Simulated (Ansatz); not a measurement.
# Si(111) with Br on 50 % of the top atoms and H on the rest: bands and core levels, part 2 of 4

What would XPS and angle-resolved spectra of Si(111) with Br on 50 % of the top atoms and H on the rest look like?

Ansatz 0.2.0; DFT, PBE, plane-wave PAW, scalar-relativistic; PAW set soft_1.

So far, gap on the k-mesh (eV): step 2 (relaxing the atoms) 1.07.

## 3. Layer-resolved bands, DOS and potential

The main run: bands along the zone's path, each state's share in the top and middle regions, the DOS and the planar potential. The cell holds 4 small cells, so the bands are unfolded.

input.yaml

```yaml
crystal:
  lattice:
    - [7.6791796437, 0.0, 0.0]
    - [3.8395898218, 6.6503646517, 0.0]
    - [0.0, 0.0, 24.7737769138]
  atoms:
    - { symbol: Br, position: [0.0002113293, -0.0004226587, 0.7176148627] }
    - { symbol: Br, position: [0.5002113293, -0.0004226587, 0.7176148627] }
    - { symbol: H, position: [-0.0002474268, 0.5004948537, 0.6888599581] }
    - { symbol: H, position: [0.4997525732, 0.5004948537, 0.6888599581] }
    - { symbol: Si, position: [-0.0001660556, 0.0003321113, 0.626387956] }
    - { symbol: Si, position: [0.4998339444, 0.0003321113, 0.626387956] }
    - { symbol: Si, position: [0.0003957263, 0.4992085473, 0.6283674497] }
    - { symbol: Si, position: [0.5003957263, 0.4992085473, 0.6283674497] }
    - { symbol: Si, position: [0.8324505692, 0.3350988616, 0.596292787] }
    - { symbol: Si, position: [0.3324505692, 0.3350988616, 0.596292787] }
    - { symbol: Si, position: [0.8344353397, 0.8311293207, 0.596029118] }
    - { symbol: Si, position: [0.3344353397, 0.8311293207, 0.596029118] }
    - { symbol: Si, position: [0.8332929577, 0.3334140845, 0.5008119153] }
    - { symbol: Si, position: [0.3332929577, 0.3334140845, 0.5008119153] }
    - { symbol: Si, position: [0.8332726992, 0.8334546017, 0.5005157963] }
    - { symbol: Si, position: [0.3332726992, 0.8334546017, 0.5005157963] }
    - { symbol: Si, position: [0.1665192088, 0.1669615824, 0.4684806859] }
    - { symbol: Si, position: [0.6665192088, 0.1669615824, 0.4684806859] }
    - { symbol: Si, position: [0.1667155684, 0.6665688632, 0.4683475177] }
    - { symbol: Si, position: [0.6667155684, 0.6665688632, 0.4683475177] }
    - { symbol: Si, position: [0.1666666665, 0.166666667, 0.373126513] }
    - { symbol: Si, position: [0.6666666665, 0.166666667, 0.373126513] }
    - { symbol: Si, position: [0.1666666665, 0.666666667, 0.373126513] }
    - { symbol: Si, position: [0.6666666665, 0.666666667, 0.373126513] }
    - { symbol: Si, position: [0.0, 0.0, 0.341490118] }
    - { symbol: Si, position: [0.5, 0.0, 0.341490118] }
    - { symbol: Si, position: [0.0, 0.5, 0.341490118] }
    - { symbol: Si, position: [0.5, 0.5, 0.341490118] }
    - { symbol: H, position: [0.0, 0.0, 0.282556835] }
    - { symbol: H, position: [0.5, 0.0, 0.282556835] }
    - { symbol: H, position: [0.0, 0.5, 0.282556835] }
    - { symbol: H, position: [0.5, 0.5, 0.282556835] }
kpoints:
  mp_grid: { grid: [3, 3, 1] }
scf:
  occupations: { method: fermi_dirac, width: 0.02 }
  n_extra_bands: 36
hamiltonian:
  xc: pbe
  pseudopotentials: { kind: paw, azcp: { folder: soft_1 } }
output:
  forces: true
  write_potential: true
  volumetric_format: []
  dos:
    projected:
      site_lists:
        adsorbate: [0, 1, 2, 3]
        layer_1: [4, 5, 6, 7]
        layer_2: [8, 9, 10, 11]
        layer_3: [12, 13, 14, 15]
        middle: [16, 17, 18, 19]
        other_layers: [20, 21, 22, 23, 24, 25, 26, 27, 28, 29, 30, 31]
    de: 0.05
    e_range: [-30, 12]
    method: { smearing: { sigma: 0.12, scheme: gaussian } }
  eigenstates:
    kpoints:
      - [0.33333333, -0.33333333, 0.0]
      - [0.25, -0.375, 0.0]
      - [0.16666667, -0.41666667, 0.0]
      - [0.08333333, -0.45833333, 0.0]
      - [0.0, 0.5, 0.0]
      - [-0.08333333, 0.45833333, 0.0]
      # [... 29 more points ...]
      - [0.25, 0.5, 0.0]
      - [0.29166667, -0.41666667, 0.0]
    e_range: [-8.0, 6.0]
    unfold:
      supercell_matrix: [[2, 0, 0], [0, 2, 0], [0, 0, 1]]
      layers:
        axis: 3
        edges: [0.121096, 0.389654, 0.394798, 0.605373, 0.612327, 0.879073]
efield:
  axis: 3
  dipole_correction: true
```

Run with:

```sh
> ansatz run input.yaml --threads 4 --pin off --max-ram 11264MiB --backend cpu --events-out ev --progress --plain --runs-dir out
```

Numbers of over 12 decimals in the logs are rounded to 6 here.

What it wrote:

```text
[...]
Crystal: 32 atoms, lattice volume = 1265.181 Å³
Basis set: ecut = 420 eV, 24701 PW (Γ), exchange–correlation on 108×108×360 points (8 copies of the dense FFT grid, shifted against one another)
Bands: 94, of which v1, the nominal top of the filled ones, is band 58 counted from 1 (57 counted from 0)
Symmetry: 4 space group operations
[...]
k-points: 4 of 9 (time reversal used)
[...]
SCF iter   1: F=—  HF=-20926.410162 eV  |F-HF|=—  |Δ(HF+E_count)|=         —  Δρ=3.65e-2  dr2=1.51e1  ethr=3.10e-3  p=0.000 e·Å  D=1.54e-7 V/Å  ΔV_dip=-0.00 eV  dr2_dipole=1.55e-2  V_vac-E_F(+/−)=6.24/6.24 eV  ⟨swp⟩=9.0  Hψ=2329  notcnv=0  defer=43
[...]
SCF iter  10: F=-20922.247149 eV  HF=-20922.247149 eV  |F-HF|=2.06e-8  |Δ(HF+E_count)|=   7.64e-7  Δρ=1.68e-6  dr2=6.80e-8  ethr=8.62e-11  p=-0.191 e·Å  D=-2.73e-2 V/Å  ΔV_dip=0.68 eV  dr2_dipole=1.13e-9  V_vac-E_F(+/−)=4.79/4.11 eV  ⟨swp⟩=27.0  Hψ=4288  notcnv=0
SCF 1 converged in 10 iterations: F = -20922.247149 eV  dr2 = 6.80e-8
[...]
NSCF: frozen V_eff on 37 k-points
efield: sawtooth ramp at fractional position 0.9501 (kept from the solve that this one continues, or follows in the run), width 0.1000; the density the first Hamiltonian is built on has a dipole p = -0.191 e·Å; the dipole correction subtracts the counter field D = -2.73e-2 V/Å, which shifts the + side's vacuum level by +0.68 eV against the − side's; the planar-averaged density in the ramp window peaks in size at 1.6e-6 e/Å³
[...]
SCF converged after 10 iterations
Free energy (F): -20922.247149 eV
[...]
Internal energy: -20922.247149 eV  (E = F + TS)
E sigma→0 (E₀):  -20922.247149 eV
Fermi energy:    0.257259 eV
Dipole field:    D = -0.027343 V/Å  (p = -0.191178 e·Å, saw-weighted, corrected)
Work function:   Φ+ = 4.7901 eV   Φ− = 4.1127 eV
[...]
--- Forces (eV/Å), atoms counted from 1 ---
  atom   1  Br     0.00000000    -0.00062230    -0.00222510
  atom   2  Br     0.00000000    -0.00062230    -0.00222510
  atom   3  H     -0.00000000     0.00050781    -0.00036923
  atom   4  H     -0.00000000     0.00050781    -0.00036923
  atom   5  Si    -0.00000000     0.00049238     0.01547959
  atom   6  Si    -0.00000000     0.00049238     0.01547959
  atom   7  Si    -0.00000000     0.00128469    -0.00058444
  atom   8  Si    -0.00000000     0.00128469    -0.00058444
  atom   9  Si     0.00000000    -0.00111573    -0.00645541
  atom  10  Si     0.00000000    -0.00111573    -0.00645541
  atom  11  Si    -0.00000000     0.00108262    -0.00240898
  atom  12  Si    -0.00000000     0.00108262    -0.00240898
  atom  13  Si     0.00000000    -0.00211338     0.00218423
  atom  14  Si     0.00000000    -0.00211338     0.00218423
  atom  15  Si    -0.00000000     0.00003983     0.00032250
  atom  16  Si    -0.00000000     0.00003983     0.00032250
  atom  17  Si    -0.00000000     0.00152192    -0.00589774
  atom  18  Si    -0.00000000     0.00152192    -0.00589774
  atom  19  Si     0.00000000    -0.00112963     0.00075768
  atom  20  Si     0.00000000    -0.00112963     0.00075768
  atom  21  Si    -0.00000000     0.00294637    -0.06133506
  atom  22  Si    -0.00000000     0.00294637    -0.06133506
  atom  23  Si     0.00000000    -0.00295875    -0.09092447
  atom  24  Si     0.00000000    -0.00295875    -0.09092447
  atom  25  Si     0.00000000    -0.00170878     0.85159401
  atom  26  Si     0.00000000    -0.00170878     0.85159401
  atom  27  Si    -0.00000000     0.00133458     0.84563432
  atom  28  Si    -0.00000000     0.00133458     0.84563432
  atom  29  H     -0.00000000     0.00054732    -0.77264016
  atom  30  H     -0.00000000     0.00054732    -0.77264016
  atom  31  H      0.00000000    -0.00010283    -0.77313850
  atom  32  H      0.00000000    -0.00010283    -0.77313850
  max |Σ_I F_I| component: 1.35e-5 eV/Å
--- Band table (eV) ---
  k-point 0: bands = [... 54 lower, -0.7418, -0.6930, -0.3081, -0.2752, 0.7997, 0.8095, 0.8207, 1.2624, ... 32 higher]
  k-point 1: bands = [... 54 lower, -1.5775, -1.3040, -1.0804, -0.6428, 0.9504, 1.5452, 1.5517, 1.7413, ... 32 higher]
  k-point 2: bands = [... 54 lower, -1.4972, -1.3043, -1.2085, -0.6929, 0.9502, 1.5325, 1.6067, 1.6798, ... 32 higher]
  k-point 3: bands = [... 54 lower, -1.7761, -1.5521, -1.4798, -1.3704, 1.8044, 2.0129, 2.2699, 2.3020, ... 32 higher]
```

The job ended after 78 s (4 threads of AMD EPYC 9B45 (Zen 5), shared host; peak memory 4.6 GiB; 5.1 min of CPU time).

In the SCF lines HF is the Harris–Foulkes energy and dr2 the Hartree energy of the density residual, in eV; the loop may stop once dr2 is under the threshold and the program's other checks hold. Hψ counts applications of the Hamiltonian.

Numbers from this step:

```
zero of energy                                 : valence-band maximum
share of occupied states in no projected shell : 0.0111 of the occupied states in the window
```

A(k,E), total over k along the path and E. Zero: valence-band maximum.

Ten even steps from '_' (0.0 eV⁻¹) to '@' (7.3 eV⁻¹), each cell a mean:
```
--::--======--==++**::......::==**==::::..............------
::::::--****##**::--**--::::==****==--------::::::..--==--::
____....::==++++**++**@@@@@@%%++----::....::::::------::____
__..::........--==++++++++++++==--::::::..........::==::..__
==--::----------====++==----====--::::--::______..--::::--==
..........__________..::----....::::::::--======----::......
__________________________________..::::::::::----..________
________________________________________........____________
________________________..__________________________________
__________________..--++**++--::..__________________________
______________..--==++**++**++--::::::..____________________
______....::::====++++==----++**++====------::::::..________
::::::....::==------::..____..--------------====------::::::
--------==++==------..________::--::::::--------------------
--------==--::----..____________::--::::::::::::::==--------
----==--------::::::::::::::....::::--::::::::--------==----
++++++==--::....__________________..::::::::::::::::--====++
..________....______________________....__________________..
________..............................__..__________________
____......::__________________________......________________
::::::::......::::..............::::......::::------------::
....__......____________________________....................
```
Columns: k along the path (Å⁻¹) from 0 to 2.58; rows upwards: E (eV) from -7.17 to 5.00.

A(k,E), top over k along the path and E. Zero: valence-band maximum.

Ten even steps from '0' (0.01 eV⁻¹) to '9' (1.27 eV⁻¹), each cell a mean:
```
433456445755445764332222112444
344467863463334653334322224643
111224556569998523211222333211
012211134555665432321122224210
332233333453234433232100242233
222211111113432222334544422222
000000000000100001111223210000
000000000000000000000111000000
000000000000100000000000000000
000000000135664210000000000000
000000013465445432221000000000
212223455655556665544443432222
554335656543334556544455455445
556766655644444554666555544555
654456666321112245445544566556
556765543333333334544567666655
778664321111111112344444556677
110001100000000000110000000011
000011233333333333211000000000
001113100000000000122100000000
222211111111111111111222222222
111110000000000000001111111111
```
Columns: k along the path (Å⁻¹) from 0 to 2.58; rows upwards: E (eV) from -7.17 to 5.00.

A(k,E), middle over k along the path and E. Zero: valence-band maximum.

Values in eV⁻¹, 12 rows by 16 columns, each cell a mean:
```
0.83 1.21 1.82 1.76 1.28 1.13 0.30 0.50 1.66 1.03 1.03 0.90 0.78 0.42 1.11 0.93
0.27 0.65 1.05 1.56 1.92 2.04 2.65 2.53 1.57 1.15 0.69 0.74 0.85 1.23 0.91 0.26
1.43 1.15 1.08 1.09 1.24 1.63 1.41 1.55 1.36 0.87 1.00 0.79 0.63 1.06 1.16 1.40
0.14 0.13 0.09 0.07 0.08 0.11 0.55 0.31 0.23 0.67 0.88 1.15 1.36 0.88 0.36 0.17
0.02 0.02 0.03 0.03 0.04 0.11 0.51 0.31 0.08 0.06 0.08 0.14 0.14 0.05 0.03 0.02
0.03 0.03 0.05 0.14 0.61 1.40 2.06 1.82 0.89 0.55 0.39 0.14 0.09 0.05 0.03 0.03
0.41 0.48 0.63 1.11 1.46 1.62 0.83 1.23 1.73 1.39 1.15 1.17 1.14 0.91 0.53 0.41
1.09 1.14 1.42 1.24 1.03 0.33 0.07 0.10 0.67 0.80 0.98 1.13 1.12 1.17 1.07 1.09
0.86 1.08 0.93 0.79 0.63 0.37 0.35 0.36 0.41 0.77 0.52 0.51 0.64 0.86 1.20 0.85
0.77 0.42 0.43 0.50 0.10 0.07 0.06 0.06 0.08 0.32 0.56 0.27 0.20 0.17 0.33 0.77
0.10 0.47 0.57 0.31 0.27 0.26 0.25 0.26 0.26 0.29 0.48 0.50 0.08 0.07 0.08 0.08
0.99 0.57 0.53 0.43 0.42 0.41 0.44 0.43 0.42 0.42 0.48 0.67 0.95 0.96 0.95 1.03
```
Columns: k along the path (Å⁻¹) from 0 to 2.58; rows upwards: E (eV) from -7.17 to 5.00.

A(k,E), bottom over k along the path and E. Zero: valence-band maximum.

Ten even steps from '_' (0.01 eV⁻¹) to '@' (2.57 eV⁻¹), each cell a mean:
```
--::::----==--==++++..______..--**==----::........__..------
::::::--==++++++--==##------++##**==------::........--==::::
____....::--====++==++@@@@@@%%==::::........::::::--::..____
__......____..::======----------::......__........::--..____
--::....::::::::::--==--::--==--::::..::..______..::....::--
______________________..::::____..::::::--==------::....____
____________________________________..........::..__________
____________________________________________________________
________________________..__________________________________
____________________::==**++--....__________________________
________________::--==++====++--::......____________________
________......--------::....--==--------::::......__________
__________..----::--..________::::....::::--------::..______
........::==--::::..__________..::..........::::::::::......
::::::--==::..--..______________..--::....______..::--::::::
--====--::----......................----::::::::::::::====--
====------..________________________....::::::----------====
____________________________________________________________
________..__..........................__..__________________
______....::__________________________......________________
..::..::......................................::::::::::::::
__..____....____________________________......______________
```
Columns: k along the path (Å⁻¹) from 0 to 2.58; rows upwards: E (eV) from -7.17 to 5.00.

Peaks of A(k,E) at the labelled points: for each region the eleven nearest the zero at most, each over 6 % of that point's highest, less those above the energy where the solved bands run out; weight and spread sum the levels within three half widths or 0.3 eV, so near peaks share levels. Peaks of the spectral function, the first 40 of 132 rows:

```csv
point,weight on,E (eV),A (1/eV),weight near the peak,rms spread of levels (eV)
K,total,-3.97,5.086,2.893,0.177
K,total,-3.77,4.507,2.093,0.124
K,total,-3.17,4.184,1.417,0.084
K,total,-3.01,2.97,1.523,0.127
K,total,-2.55,3.225,0.995,0.091
K,total,-2.19,3.639,1.297,0.106
K,total,-1.89,1.349,0.929,0.199
K,total,-1.65,1.765,0.56,0.108
K,total,2.07,3.299,0.78,-
K,total,2.59,6.731,2.162,0.058
K,total,3.41,0.817,0.171,0.044
K,top,-3.77,1.372,0.421,0.09
K,top,-3.15,0.877,0.446,0.082
K,top,-2.99,1.397,0.508,0.132
K,top,-2.55,1.078,0.343,0.096
K,top,-2.19,0.867,0.314,0.112
K,top,-1.87,0.689,0.455,0.184
K,top,-1.65,0.995,0.342,0.11
K,top,-1.21,0.249,0.049,0
K,top,2.07,0.737,0.177,-
K,top,2.59,1.054,0.338,0.06
K,top,3.41,0.215,0.05,0.061
K,middle,-3.97,1.046,0.755,0.196
K,middle,-3.77,1.133,0.444,0.123
K,middle,-3.17,1.812,0.565,0.079
K,middle,-2.55,1.506,0.479,0.089
K,middle,-2.41,1.175,0.831,0.16
K,middle,-2.19,2.026,0.748,0.107
K,middle,-1.65,0.646,0.18,0.101
K,middle,2.07,2.156,0.516,0
K,middle,2.59,3.777,1.208,0.058
K,middle,3.41,0.385,0.078,0.03
K,middle,4.05,0.692,0.35,0.13
K,bottom,-4.43,0.767,0.189,0.079
K,bottom,-3.97,3.268,1.141,0.105
K,bottom,-3.77,1.825,1.15,0.113
K,bottom,-3.17,1.424,0.382,0.06
K,bottom,-2.55,0.601,0.162,0.072
K,bottom,-2.19,0.646,0.202,0.092
K,bottom,2.07,0.373,0.08,0
```

The DOS has structure finer than the step of the table below, so its rows give means over 1 eV, whole bins alone (the curve runs from -16.9 to 4.76 eV). Peaks (eV: height): total -6.5: 29.0, -2.5: 25.1, -1.5: 25.3, 4.3: 42.0; Si 3p -4.1: 16.5, -2.4: 17.5, -1.5: 19.3, 4.3: 22.5; Si 3s -9.5: 9.47, -8.9: 12.2, -8.2: 8.41, -6.5: 12.2; Br 4p -3.0: 3.12, -2.5: 5.62, -2.1: 4.32, -1.5: 4.45; H 1s -6.5: 1.78, -5.3: 1.42, -3.9: 2.57, 3.5: 1.40.

DOS against E, zero at the valence-band maximum; means over each step; values in states/eV/cell:

```csv
E (eV),total,Si 3p,Si 3s,Br 4p,H 1s,Br 4s
-16,0,0,0,0,0,2.3e-5
-15,4.00,0.340,0.224,0.0205,8.3e-4,3.41
-14,0,0,0,0,0,1.4e-5
-13,0,0,0,0,0,0
-12,0.177,0.0102,0.160,3.1e-4,0.00308,7.3e-4
-11,3.95,0.711,3.07,0.0117,0.0905,0.0231
-10,7.40,1.78,5.27,0.0354,0.213,0.0476
-9,8.38,2.20,5.73,0.0580,0.291,0.0478
-8,4.91,1.38,2.99,0.0879,0.368,0.0417
-7,9.06,3.86,4.30,0.176,0.584,0.0462
-6,7.81,3.66,3.14,0.265,0.609,0.0414
-5,3.81,1.73,1.09,0.363,0.527,0.0394
-4,16.2,11.0,1.24,1.83,1.85,0.0522
-3,18.2,13.4,0.806,2.84,0.889,0.00670
-2,20.2,15.3,0.679,3.61,0.397,0.00309
-1,10.1,8.31,0.147,1.16,0.300,0.00125
0,1.83,1.71,3.3e-4,0.0737,5.2e-5,0
1,2.13,1.20,0.552,0.0306,0.0328,0.00421
2,11.9,6.41,2.94,0.357,0.302,0.0480
3,19.4,11.2,3.22,0.358,0.768,0.0587
4,25.8,14.4,2.95,0.194,0.860,0.0297
```

This run's widths, added to any smearing of the DOS itself: Gaussian 0.45 eV, Lorentzian 0.1 eV plus 0.08 an eV of depth. Table of intensity by binding energy, zero at the valence-band maximum; values in % of the maximum within 13 eV:

```csv
binding energy (eV),21.2 eV,40.8 eV,1486.7 eV,5414.7 eV,5950 eV
-1,1.32,1.73,1.80,2.12,2.16
0,4.70,7.68,6.13,5.48,5.49
1,35.3,44.4,37.2,33.7,33.6
2,89.3,91.4,91.4,90.2,90.1
3,77.7,85.9,78.1,78.3,78.5
4,60.7,73.7,61.2,65.5,66.2
5,19.1,29.1,30.5,39.4,40.5
6,16.6,37.9,46.9,65.0,67.2
7,11.9,33.8,45.2,64.7,67.1
8,8.82,29.3,42.5,63.1,65.5
9,8.74,38.8,61.8,92.9,96.5
10,6.17,31.1,51.7,78.6,81.7
11,2.83,16.9,30.0,46.9,48.8
12,-,6.00,12.0,20.8,21.9
13,-,3.29,9.25,19.7,21.1
14,-,4.76,20.3,49.4,53.4
15,-,10.9,53.9,135,147
16,-,4.13,19.3,47.9,51.9
```

[end of part 2 of 4]

[Logs are printed without paths, hosts, clocks, repeated set-up lines and the standing remarks that a program may print on its own settings, such as how far it seeks lower states.]

[Hosts, paths, dates, database ids (printed as entryN), source tags and the programs' standing remarks are cut or masked in the printed files.]

[Maps of the electrostatic potential energy from Ansatz leave out the sawtooth potential of an applied field or a dipole correction, so their vacuum need not be flat; work functions include it.]
